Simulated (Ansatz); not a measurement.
**Si2Mo: a sublattice displacement scan**

Aim: for Si2Mo, map the energy as every Si atom is pushed off its site.

Program: Ansatz 0.2.0. Level of theory: DFT PBEsol, scalar-relativistic, plane waves, PAW. These are calculated values, not measurements.

2 further runs of the same task are left out: 2 set aside as unsound or not needed. Runs told in other sessions of the task aren't counted.

## Step 1: The structure to begin with

The structure is tetragonal, space group I4/mmm (No. 139). Conventional cell: a = 3.190 Å, b = 3.190 Å, c = 7.821 Å, α = 90.00°, β = 90.00°, γ = 90.00°. Si (site symmetry 4mm) has 5 Si at 2.58 to 2.62 Å and 5 Mo at 2.60 to 2.62 Å in its first shell of neighbours. Mo (site symmetry 4/mmm) has 10 Si at 2.60 to 2.62 Å in its first shell of neighbours.

As a file:

```cif
data_structure
_symmetry_space_group_name_H-M 'I4/mmm'
_symmetry_Int_Tables_number 139
_cell_length_a 3.1901
_cell_length_b 3.1901
_cell_length_c 7.8214
_cell_angle_alpha 90.000
_cell_angle_beta 90.000
_cell_angle_gamma 90.000
_cell_volume 79.59
loop_
_atom_site_label
_atom_site_type_symbol
_atom_site_symmetry_multiplicity
_atom_site_Wyckoff_symbol
_atom_site_fract_x
_atom_site_fract_y
_atom_site_fract_z
_atom_site_occupancy
Si1 Si 4 e 0.00000 0.00000 0.33506 1
Mo1 Mo 2 a 0.00000 0.00000 0.00000 1
```

This cell was relaxed beforehand with the same method: volume 13.27 Å³/atom, gap on the mesh none (metal).

## Step 2: The reference cell

Reference values: F = -6142.2680 eV; pressure -0.01 GPa; largest force 0.004 eV/Å; gap on the mesh none (metal). It was computed beforehand with the settings of the runs below.

## Step 3: Setting up a sublattice displacement scan

Every Si atom is moved by x along the Cartesian unit vector (0.707, -0.707, 0.000); the cell and all other atoms stay fixed. Forces below are components along that vector, summed over the moved atoms.

## Step 4: At x = -0.500 Å

Input file input.yaml:

```yaml
crystal:
  lattice:
    - [-1.595035085, 1.595035085, 3.9106920018]
    - [1.595035085, -1.595035085, 3.9106920018]
    - [1.595035085, 1.595035085, -3.9106920018]
  atoms:
    - { symbol: Si, position: [0.4458890107, 0.2242303187, 0.0] }
    - { symbol: Si, position: [0.7757696813, 0.5541109893, 0.0] }
    - { symbol: Mo, position: [0.0, 0.0, 0.0] }
basis:
  ecutwfc: 420
kpoints:
  mp_grid: { grid: [20, 20, 20] }
hamiltonian:
  xc: pbesol
scf:
  occupations: { method: gaussian, width: 0.15 }
output:
  forces: true
  stress: true
  eigenvalues: true
  write_density: true
  write_potential: true
  elf: true
  volumetric_format: npy
```

Launch:

```console
$ ansatz run input.yaml --threads 1 --pin off --max-ram 2560MiB --backend cpu --events-out ev --progress --plain --runs-dir out
```

## Step 5: At x = 0.375 Å

Input file input.yaml:

```yaml
crystal:
  lattice:
    - [-1.595035085, 1.595035085, 3.9106920018]
    - [1.595035085, -1.595035085, 3.9106920018]
    - [1.595035085, 1.595035085, -3.9106920018]
  atoms:
    - { symbol: Si, position: [0.2519376552, 0.4181816742, 0.0] }
    - { symbol: Si, position: [0.5818183258, 0.7480623448, 0.0] }
    - { symbol: Mo, position: [0.0, 0.0, 0.0] }
basis:
  ecutwfc: 420
kpoints:
  mp_grid: { grid: [20, 20, 20] }
hamiltonian:
  xc: pbesol
scf:
  occupations: { method: gaussian, width: 0.15 }
output:
  forces: true
  stress: true
  eigenvalues: true
```

## Step 6: At x = -0.250 Å

input.yaml: that of step 5 with these lines changed.

```diff
@@ -6,4 +6,4 @@
   atoms:
-    - { symbol: Si, position: [0.2519376552, 0.4181816742, 0.0] }
-    - { symbol: Si, position: [0.5818183258, 0.7480623448, 0.0] }
+    - { symbol: Si, position: [0.3904743377, 0.2796449917, 0.0] }
+    - { symbol: Si, position: [0.7203550083, 0.6095256623, 0.0] }
     - { symbol: Mo, position: [0.0, 0.0, 0.0] }
```

## Step 7: Point x = 0.125 Å

input.yaml: that of step 6 with these lines changed.

```diff
@@ -6,4 +6,4 @@
   atoms:
-    - { symbol: Si, position: [0.3904743377, 0.2796449917, 0.0] }
-    - { symbol: Si, position: [0.7203550083, 0.6095256623, 0.0] }
+    - { symbol: Si, position: [0.3073523282, 0.3627670012, 0.0] }
+    - { symbol: Si, position: [0.6372329988, 0.6926476718, 0.0] }
     - { symbol: Mo, position: [0.0, 0.0, 0.0] }
```

## Step 8: Point x = 0.438 Å

input.yaml: that of step 7 with these lines changed.

```diff
@@ -6,4 +6,4 @@
   atoms:
-    - { symbol: Si, position: [0.3073523282, 0.3627670012, 0.0] }
-    - { symbol: Si, position: [0.6372329988, 0.6926476718, 0.0] }
+    - { symbol: Si, position: [0.238083987, 0.4320353424, 0.0] }
+    - { symbol: Si, position: [0.5679646576, 0.761916013, 0.0] }
     - { symbol: Mo, position: [0.0, 0.0, 0.0] }
```

## Step 9: x = 0.312 Å

input.yaml: that of step 8 with these lines changed.

```diff
@@ -6,4 +6,4 @@
   atoms:
-    - { symbol: Si, position: [0.238083987, 0.4320353424, 0.0] }
-    - { symbol: Si, position: [0.5679646576, 0.761916013, 0.0] }
+    - { symbol: Si, position: [0.2657913235, 0.4043280059, 0.0] }
+    - { symbol: Si, position: [0.5956719941, 0.7342086765, 0.0] }
     - { symbol: Mo, position: [0.0, 0.0, 0.0] }
```

(Steps that only read results are left out.)

Before running it: what results should come out?

The runs gave:

```
                                                        quantity                                       value
force constant along x, from the points at -0.250, 0 and 0.125 Å  10.88 eV/Å² for the 2 moved atoms together
```

What this shows: The restoring force grows by 10.88 eV/Å per Å near the site for the 2 atoms together, 5.44 on average. The step of 0.25 Å is wide, so anharmonic terms mix in. The undisturbed cell stays the lowest of the sampled points.
